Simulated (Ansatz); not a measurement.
**CsI: a single-point run**

Aim: a sound single-point run of CsI. The structure is shown as the input types it.

Method: density functional or hybrid calculation with the settings of its input, plane waves (as first typed), in Ansatz 0.2.0.

5 further runs of the same task are left out: 2 for a known fault of the program, 3 that didn't finish.

**1. The system as given**

It takes space group Pm-3m (No. 221, cubic). The conventional cell has a = 4.608 Å, b = 4.608 Å, c = 4.608 Å, α = 90.00°, β = 90.00°, γ = 90.00°. Around Cs (site symmetry m-3m) lie 8 I at 3.99 Å. I (site symmetry m-3m) has 8 Cs at 3.99 Å as nearest neighbours.

The input asks for a charge of +2 e on the cell.

Coordinates:

```xyz
2
Lattice="4.6081 0.0000 0.0000 0.0000 4.6081 0.0000 0.0000 0.0000 4.6081" Properties=species:S:1:pos:R:3 pbc="T T T"
Cs    0.0000    0.0000    0.0000
I     2.3041    2.3041    2.3041
```

**2. The calculation**

The input, input.yaml:

```yaml
crystal:
  lattice:
    - [4.6081404514, 0.0, 0.0]
    - [0.0, 4.6081404514, 0.0]
    - [0.0, 0.0, 4.6081404514]
  atoms:
    - { symbol: Cs, position: [0.0, 0.0, 0.0] }
    - { symbol: I, position: [0.5, 0.5, 0.5] }
kpoints:
  mp_grid: { grid: [4, 4, 4] }
hamiltonian:
  xc: r2scan
scf:
  occupations: { method: fixed }
  n_extra_bands: 4
  max_iter: 94
output:
  forces: true
  stress: true
  eigenvalues: true
total_charge: 2
```

Command:

```bash
ansatz run input.yaml --threads 4 --pin off --max-ram 3686MiB --backend cpu --events-out ev --progress --plain --runs-dir out
```

**Question.** How will this run end, and is anything wrong with its input?

This run ends as converged, with warnings (band overlap at count, metallic iterate, unresolved pair at count). Its log warns: «a fill by count may have filled part of one level: at k-index 9 the highest filled band, 0.684803 eV, and the lowest empty band, 0.684803 eV, stand 2.220e-16 eV apart ...»

Look at the input: total_charge is 2. The net charge is not the one intended, so the run treats another number of electrons.

Run again and compare: delete total_charge (the default then holds).
